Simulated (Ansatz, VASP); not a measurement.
# TiO2 (Anatase): VASP beside Ansatz, part 2 of 2

One calculation is typed for both programs; each brings its own data sets. How far apart do they land? The two relaxations start from unlike cells of this crystal (the structure described is Ansatz's start), so only their ends are compared. Other levels of theory on this material are compared in a session of their own.

VASP 6.6.1 and Ansatz 0.2.0.

So far: The structure; VASP: relaxation of cell and atoms, LDA.

## (3) Ansatz: relaxation of cell and atoms, LDA

Level of this step: Ansatz beside VASP: Kohn-Sham DFT, plane waves, LDA (Ansatz).

Ansatz runs on its PAW soft_1 files.

Its own start cell and the same functional (in two slightly different forms), mesh and smearing now go to Ansatz, which takes its cutoff from its data sets.

Input file input.yaml:

```yaml
crystal:
  lattice:
    - [-1.8925, 1.8925, 4.7598]
    - [1.8925, -1.8925, 4.7598]
    - [1.8925, 1.8925, -4.7598]
  atoms:
    - { symbol: Ti, position: [0.0, 0.0, 0.0] }
    - { symbol: Ti, position: [0.75, 0.25, 0.5] }
    - { symbol: O, position: [0.21017, 0.21017, 0.0] }
    - { symbol: O, position: [0.96017, 0.46017, 0.5] }
    - { symbol: O, position: [0.53983, 0.03983, 0.5] }
    - { symbol: O, position: [0.78983, 0.78983, 0.0] }
kpoints:
  mp_grid: { grid: [10, 10, 10] }
scf:
  occupations: { method: fermi_dirac, width: 0.05 }
hamiltonian:
  xc: lda
  pseudopotentials: { kind: paw, azcp: { folder: soft_1 }, xc_functional: pbe }
relax:
  f_tol: 0.01
  max_steps: 60
  cell: { stress_tol: 0.02 }
output:
  forces: true
  stress: true
```

Command:

```sh
> ansatz run input.yaml --threads 4 --pin off --max-ram 10240MiB --backend cpu --events-out ev --progress --plain --runs-dir out
```

Numbers of over 12 decimals in the logs are rounded to 6 here.

Log:

```text
basis.fft_grid_basis auto: the FFT boxes are laid along the combinations [[1, 0, 1], [0, 1, 1], [0, 0, 1]] of the cell's own vectors, 3.785, 3.785 and 5.461 Å long. The dense box has 27×27×40 points. Along the cell's own vectors, as sized, it would have 40×40×40, 2.19 times as many. Of the 16 symmetry operations that the crystal satisfies within crystal.symmetry.tolerance (time reversal apart; of a slab, those that k [...]
Engine: ansatz 0.2.0, aarch64-unknown-linux-gnu
Pseudopotentials: kind: paw
Pseudopotential: Ti, paw, valence charge 12, recommended cutoff 420 eV (normal), soft_1/Ti.paw.azcp
Pseudopotential: O, paw, valence charge 6, recommended cutoff 420 eV (normal), soft_1/O.paw.azcp
Functional definition: SPW92
  exchange = slater_x
  correlation = pw_c
Crystal: 6 atoms, lattice volume = 68.190 Å³
Basis set: ecut = 420 eV, 1323 PW (Γ), FFT grids on a1+a3, a2+a3, a3
Bands: 30, of which v1, the nominal top of the filled ones, is band 24 counted from 1 (23 counted from 0)
Symmetry: 16 space group operations
Space group: I41/amd (ITA 141), of the structure as read, at distance tolerance 4.1e-5 Å
k-points: 102 of 1000
Non-local potential: Ti, projectors of the file, l = 0: 3, l = 1: 2, l = 2: 3, l = 3: 1
Non-local potential: O, projectors of the file, l = 0: 2, l = 1: 2, l = 2: 1
PAW form: soft (Blöchl's): semilocal exchange-correlation on the pseudo side does not see the compensation charge
PAW frozen core: Ti, regenerated for the run's functional, and the local potential with it (the file was generated under x = pbe(κ = 0.804, μ = 0.219515), c = pbe(β = 0.066725))
PAW frozen core: O, regenerated for the run's functional, and the local potential with it (the file was generated under x = pbe(κ = 0.804, μ = 0.219515), c = pbe(β = 0.066725))
PAW one-centre angular grid: Ti, 590 points (default); XC on 64 Gauss nodes
PAW one-centre angular grid: O, 110 points (default); XC on 64 Gauss nodes
Initial density: superposition of atomic densities (chi_scale 0.1, normalization cell, long waves kept (reshape's long-wave potential 0.00 eV rms))
Initial wavefunctions: pseudopotential atomic-orbital guess
Functional: x = slater, c = lda
SCF iter   1: F=—  HF=-7130.866195 eV  |F-HF|=—  |Δ(HF+E_count)|=         —  Δρ=5.14e-2  dr2=1.94e0  ethr=3.10e-3  ⟨swp⟩=5.1  Hψ=10970  notcnv=0
preconditioner: auto → none  [insulator: Δε(μ)=2.014 eV  Ē_g=9.589 eV  σ=0.050 eV  W_gap=1.00  n_scr=14 (ndim 8)  ℏωp=25.4 eV  f_vac=0.000  D(μ)=0.00/eV (n_scr^D=0)  ε∞_Penn≈8.0]
SCF iter   2: F=—  HF=-7130.408697 eV  |F-HF|=—  |Δ(HF+E_count)|=   4.57e-1  Δρ=2.35e-2  dr2=1.96e-1  ethr=3.10e-3  ⟨swp⟩=2.0  Hψ=5508  notcnv=0  defer=158
SCF iter   3: F=—  HF=-7130.417132 eV  |F-HF|=—  |Δ(HF+E_count)|=   8.43e-3  Δρ=6.28e-3  dr2=2.29e-2  ethr=4.09e-4  ⟨swp⟩=3.0  Hψ=4984  notcnv=0  defer=158
SCF iter   4: F=—  HF=-7130.419837 eV  |F-HF|=—  |Δ(HF+E_count)|=   2.71e-3  Δρ=7.10e-4  dr2=2.01e-4  ethr=4.76e-5  ⟨swp⟩=2.0  Hψ=4889  notcnv=0  defer=158
SCF iter   5: F=—  HF=-7130.419891 eV  |F-HF|=—  |Δ(HF+E_count)|=   5.35e-5  Δρ=1.23e-4  dr2=6.38e-6  ethr=4.18e-7  ⟨swp⟩=2.7  Hψ=5340  notcnv=0  defer=158
SCF iter   6: F=—  HF=-7130.419890 eV  |F-HF|=—  |Δ(HF+E_count)|=   8.04e-7  Δρ=1.56e-5  dr2=7.29e-8  ethr=2.08e-10  ⟨swp⟩=3.7  Hψ=12733  notcnv=0
SCF iter   7: F=-7130.419890 eV  HF=-7130.419890 eV  |F-HF|=5.60e-10  |Δ(HF+E_count)|=   1.76e-8  Δρ=1.49e-6  dr2=8.30e-10  ethr=1.52e-10  ⟨swp⟩=2.8  Hψ=10290  notcnv=0
SCF 1 converged in 7 iterations: F = -7130.419890 eV  dr2 = 8.30e-10
  greatest PAW one-centre occupation: 0.998 electrons in one spin orbital (limit 2), on the Ti atom at site 1 (counted from 0), in its partial waves of l = 0
relax step   1: F+E_penalty+E_count = -7130.41988995 eV  Δ(F+E_penalty+E_count) = +0.000e0 eV  max|allowed force component| = 4.123e-1 eV/Å  Δτ_max = 0.0000 Å  P = -7.828 GPa  Ω = 68.190 Å³  (7 SCF iters, dr2 threshold 1.00e-7 eV, accepted)
[...]
relax step   6: F+E_penalty+E_count = -7130.49333275 eV  Δ(F+E_penalty+E_count) = +2.676e-5 eV  max|allowed force component| = 2.118e-4 eV/Å  Δτ_max = 0.0011 Å  P = -0.001 GPa  Ω = 66.197 Å³  energy of the carried Pulay correction = +7.247e-3 eV  (5 SCF iters, dr2 threshold 2.61e-8 eV, accepted)
[...]
relax step   7: F+E_penalty+E_count = -7130.48732382 eV  Δ(F+E_penalty+E_count) = +6.009e-3 eV  max|allowed force component| = 2.970e-4 eV/Å  Δτ_max = 0.0000 Å  P = -0.174 GPa  Ω = 66.197 Å³  stress off target by 1.91e-1 GPa  SCF on the basis re-selected at this cell (its energy is not comparable with the rows above)  (8 SCF iters)
[...]
relax step   8: F+E_penalty+E_count = -7130.48753125 eV  Δ(F+E_penalty+E_count) = -2.074e-4 eV  max|allowed force component| = 3.232e-4 eV/Å  Δτ_max = 0.0002 Å  P = -0.005 GPa  Ω = 66.147 Å³  energy of the carried Pulay correction = +1.792e-4 eV  (4 SCF iters, dr2 threshold 9.09e-8 eV, accepted)
[...]
relax step   9: F+E_penalty+E_count = -7130.48733293 eV  Δ(F+E_penalty+E_count) = +1.983e-4 eV  max|allowed force component| = 3.028e-4 eV/Å  Δτ_max = 0.0000 Å  P = -0.007 GPa  Ω = 66.147 Å³  stress off target by 8.56e-3 GPa  SCF on the basis re-selected at this cell (its energy is not comparable with the rows above)  (7 SCF iters)
basis re-selected at this cell: Δ(F+E_penalty+E_count) = +1.983e-4 eV, ΔP = -0.003 GPa vs the last step (what re-selecting the basis moved, of the pressure what is left beyond the Pulay correction that the steps carried, after the strain that the cell walked since its last selection, with what the two solves' SCF thresholds leave and, on support functions, any second-order correction that the steps lacked; it is no measure of the basis error at this ecutwfc). The dense FFT grid was sized anew with the basis: this SCF ran on 25×25×40 points, the steps before it on 27×27×40, so part of this shift can come from that change (see relax.cell in the input reference). [rest of the remark cut]
SCF converged after 7 iterations
Free energy (F): -7130.487333 eV
Harris-Foulkes:  -7130.487333 eV  (|F-HF|=9.09e-13)
Internal energy: -7130.487333 eV  (E = F + TS)
E sigma→0 (E₀):  -7130.487333 eV
Fermi energy:    8.372762 eV
--- Per-component energies (eV) ---
  E_band       = -450.540237
  E_kinetic    = 1230.863165
  E_local      = -3639.025355  (includes V_loc(G=0)·N_el)
  E_nonlocal   = 340.579183
  E_hartree    = 1395.918826
  E_xc         = -513.545313
  E_vxc        = -654.365891  (∫ρ·V_xc dr)
  E_paw        = -2590.419297  (= ΣΔE_a)
  E_vpaw       = -520.431976  (= ΣTr[D̂ρ^β])
  E_aug_tail   = 0.003027  (compensation charges beyond the density's cutoff)
  E_ewald      = -3355.901157
  E_core_change = 1.039587  (= ΣΔE_core)
  E_smearing   = -0.000000  (= −TS)
  E_closure    = -0.000000  (closes the sum)
  Σ components = -7130.487333   (vs F -7130.487333, Δ=0.00e0)
--- Forces (eV/Å), atoms counted from 1 ---
  atom   1  Ti     0.00000000    -0.00000000     0.00000000
  atom   2  Ti     0.00000000     0.00000000     0.00000000
  atom   3  O      0.00000000    -0.00000000     0.00030281
  atom   4  O      0.00000000    -0.00000000     0.00030281
  atom   5  O      0.00000000     0.00000000    -0.00030281
  atom   6  O     -0.00000000     0.00000000    -0.00030281
  max |Σ_I F_I| component: 2.82e-18 eV/Å
--- Stress (GPa, compression-positive) ---
       -0.008558       0.000000       0.000000
        0.000000      -0.008558       0.000000
        0.000000      -0.000000      -0.004271
  P = ⅓ Tr σ = -0.0071 GPa (-0.071 kbar)
--- Relaxed structure (7 steps of the walk, 7 accepted, 2 SCFs on fresh bases) ---
  F+E_penalty+E_count = -7130.48733293 eV   max|allowed force component| = 3.028e-4 eV/Å   (the final SCF, on the basis selected at the relaxed cell)
  cell:  # Å, volume = 66.1471 Å³
    - [-1.869929, 1.869929, 4.729336]
    - [1.869929, -1.869929, 4.729336]
    - [1.869929, 1.869929, -4.729336]
  atoms:
    - { symbol: Ti, position: [0, 0, 0] }
    - { symbol: Ti, position: [0.750000, 0.250000, 0.500000] }
    - { symbol: O, position: [0.207940, 0.207940, 0] }
    - { symbol: O, position: [0.957940, 0.457940, 0.500000] }
    - { symbol: O, position: [0.542060, 0.042060, 0.500000] }
    - { symbol: O, position: [0.792060, 0.792060, 0] }
```

The column dr2 measures how far the density is from self-consistency, as an energy; F and HF (Harris–Foulkes) agree once it is small.

## (4) Side by side

Known differences besides the potentials themselves: the two LDA forms differ slightly; the cutoff is 420 eV in Ansatz and 600 eV in VASP; VASP's log shows a relativistic correction to its local exchange, Ansatz's none; Ansatz adds a Pulay correction to the stress that steers its cell, VASP none. Total energies have different zeros and are not compared.

Both answers:

```
                                         quantity  Ansatz   VASP  difference
                                      volume (Å³)   66.15  66.35     -0.31 %
edge a after relaxation, in the typed setting (Å)   5.418  5.420     -0.02 %
```

## (5) Ansatz: relaxation of cell and atoms, RPBE

The relaxed volume is the usual yardstick between codes: in a stiff, nearly cubic crystal its relative difference is about their pressure difference at one cell divided by the bulk modulus.

The two relaxations start from unlike cells of this crystal, so only their ends are compared.

Changes to input.yaml since step 3:

```diff
@@ -17,4 +17,4 @@
 hamiltonian:
-  xc: lda
-  pseudopotentials: { kind: paw, azcp: { folder: soft_1 }, xc_functional: pbe }
+  xc: rpbe
+  pseudopotentials: { kind: paw, azcp: { folder: soft_1 } }
 relax:
```

Log:

```text
[...]
Crystal: 6 atoms, lattice volume = 68.190 Å³
Basis set: ecut = 420 eV, 1323 PW (Γ), FFT grids on a1+a3, a2+a3, a3, exchange–correlation on 54×54×80 points (8 copies of the dense FFT grid, shifted against one another)
Bands: 30, of which v1, the nominal top of the filled ones, is band 24 counted from 1 (23 counted from 0)
Symmetry: 16 space group operations
[...]
cell:  # Å, volume = 71.6529 Å³
    - [-1.911368, 1.911368, 4.903265]
    - [1.911368, -1.911368, 4.903265]
    - [1.911368, 1.911368, -4.903265]
  atoms:
    - { symbol: Ti, position: [0, 0, 0] }
    - { symbol: Ti, position: [0.75, 0.25, 0.5] }
    - { symbol: O, position: [0.205655, 0.205655, 0] }
    - { symbol: O, position: [0.955655, 0.455655, 0.5] }
    - { symbol: O, position: [0.544345, 0.044345, 0.5] }
    - { symbol: O, position: [0.794345, 0.794345, 0] }
[key lines of the parts left out:]
SCF converged after 7 iterations
Free energy (F): -7293.163082 eV
Fermi energy:    7.880078 eV
P = ⅓ Tr σ = 0.0024 GPa (0.024 kbar)
```

## (6) VASP: relaxation of cell and atoms, RPBE

Its own start cell and the same functional, mesh and smearing now go to VASP, with its own data sets.

Input file INCAR:

```
SYSTEM = TiO2
PREC = Accurate
ENCUT = 600
EDIFF = 1E-07
NELM = 120
ISMEAR = -1
SIGMA = 0.05
LREAL = .FALSE.
ALGO = Normal
GGA = RP
NBANDS = 30
LASPH = .TRUE.
LORBIT = 11
LWAVE = .FALSE.
LCHARG = .FALSE.
ISIF = 3
IBRION = 2
NSW = 80
EDIFFG = -0.005
GGA_COMPAT = .FALSE.
NELMIN = 4
EFERMI = MIDGAP
KPAR = 2
```

Input file POSCAR:

```
TiO2
1.0
   -1.9125854020      1.9125854020      4.9078073435
    1.9125854020     -1.9125854020      4.9078073435
    1.9125854020      1.9125854020     -4.9078073435
Ti O
2 4
Direct
    0.0000000000      0.0000000000      0.0000000000
    0.7500000000      0.2500000000      0.5000000000
    0.2056910593      0.2056910593      0.0000000000
    0.9556910593      0.4556910593      0.5000000000
    0.5443089407      0.0443089407      0.5000000000
    0.7943089407      0.7943089407      0.0000000000
```

Input file KPOINTS:

```
Automatic mesh
0
Gamma
10 10 10
0 0 0
```

PAW data sets: Ti_sv and O (PBE family, release 64).

Command:

```sh
> mpirun -np 2 vasp_std
```

Log:

```text
[banner, memory and clock lines left out]
running    2 mpi-ranks, on    1 nodes
[...]
|                                                                             |
|               ----> ADVICE to this user running VASP <----                  |
|                                                                             |
|     You enforced a specific xc type in the INCAR file but a different       |
|     [... a line on the potential file left out ...]
|     I HOPE YOU KNOW WHAT YOU ARE DOING!                                     |
|                                                                             |

 LDA part: xc-table for (Slater+PW92), standard interpolation
 POSCAR, INCAR and KPOINTS ok, starting setup
[...]
entering main loop
       N       E                     dE             d eps       ncg     rms          rms(c)
DAV:   1     0.714680878901E+03    0.71468E+03   -0.26823E+04  6120   0.203E+03
DAV:   2     0.557177410856E+02   -0.65896E+03   -0.62688E+03  6578   0.573E+02
[...]
2 F= -.51498490E+02 E0= -.51498490E+02  d E =-.579932E-06
 trial-energy change:   -0.000001  1 .order   -0.000000   -0.000022    0.000022
 step:   0.5188(harm=  0.5018)  dis= 0.00000  next Energy=   -51.498495 (dE=-0.580E-05)
[...]
N       E                     dE             d eps       ncg     rms          rms(c)
DAV:   1    -0.514985362081E+02   -0.46308E-04   -0.12399E-03  8528   0.366E-01    0.562E-02
DAV:   2    -0.514985031410E+02    0.33067E-04   -0.13570E-04  7152   0.108E-01    0.226E-02
DAV:   3    -0.514984966842E+02    0.64569E-05   -0.51437E-05  6970   0.433E-02    0.649E-03
DAV:   4    -0.514984961863E+02    0.49789E-06   -0.88758E-06  9024   0.163E-02    0.473E-03
DAV:   5    -0.514984960383E+02    0.14800E-06   -0.51650E-07  5908   0.660E-03    0.250E-03
DAV:   6    -0.514984956987E+02    0.33962E-06   -0.11567E-06  8718   0.415E-03    0.182E-03
DAV:   7    -0.514984955957E+02    0.10293E-06   -0.36348E-08  3060   0.159E-03    0.100E-03
DAV:   8    -0.514984954882E+02    0.10757E-06   -0.20914E-08  3060   0.132E-03    0.291E-04
DAV:   9    -0.514984954407E+02    0.47436E-07   -0.11187E-08  3060   0.864E-04
   3 F= -.51498495E+02 E0= -.51498495E+02  d E =-.603554E-05
[...]
reached required accuracy - stopping structural energy minimisation
```

From OUTCAR (step 6):

```text
  Total        0.0027979      0.0027979     -0.0014355      0.0000000      0.0000000      0.0000000
  in kB        0.0624476      0.0624476     -0.0320386      0.0000000      0.0000000      0.0000000
  external PRESSURE =       0.0309522 kB  Pullay stress =       0.0000000 kB

 POSITION                                       TOTAL-FORCE (eV/Angst)
 -----------------------------------------------------------------------------------
      0.00000      0.00000      0.00000        -0.000000     -0.000000     -0.000000
      0.00000      1.91237      2.45354        -0.000000     -0.000000     -0.000000
      0.00000      0.00000      2.01868         0.000000      0.000000      0.002275
     -0.00000      1.91237      4.47222        -0.000000     -0.000000      0.002275
      0.00000      1.91237      0.43485         0.000000      0.000000     -0.002275
      0.00000      0.00000      7.79546         0.000000      0.000000     -0.002275
 -----------------------------------------------------------------------------------
    total drift:                                0.000000      0.000000     -0.000000

  FREE ENERGIE OF THE ION-ELECTRON SYSTEM (eV)
  ---------------------------------------------------
  free  energy   TOTEN  =       -51.4984954407 eV

  energy  without entropy=      -51.4984954407  energy(sigma->0) =      -51.49849544

[... 2 parts as in an earlier step ...]

[... 2 further parts left out ...]
[key lines of the parts left out:]
E-fermi :   4.1291
```

## (7) Comparison

What differs besides the data sets and the points named for the pairs above, as far as they apply: Ansatz makes its cores anew for this functional, VASP keeps those of its PBE data sets. Total energies have different zeros and are not compared.

Both answers:

```
                                         quantity  Ansatz   VASP  difference
                                      volume (Å³)   71.65  71.78     -0.18 %
edge a after relaxation, in the typed setting (Å)   5.599  5.603     -0.07 %
```

## (8) What came out

* difference in volume (relaxation of cell and atoms, LDA): -0.31 %
* difference in volume (relaxation of cell and atoms, RPBE): -0.18 %

What this shows: The difference in volume is -0.31 % (relaxation of cell and atoms, LDA), within the 1.2 % picked in this series as the mark of a large difference, as far as the stopping tolerances let one tell. 4 further runs of this series are not shown here. Such differences can come from data sets, numerical settings and the points named under the comparisons, not from the functional's error against experiment.

[Lines on the potential files, build, host, timing and source positions are cut from VASP's logs without a mark.]

[Logs are printed without paths, hosts, clocks, repeated set-up lines and the standing remarks that a program may print on its own settings, such as how far it seeks lower states.]

[Hosts, paths, dates, database ids (printed as entryN), source tags and the programs' standing remarks are cut or masked in the printed files.]
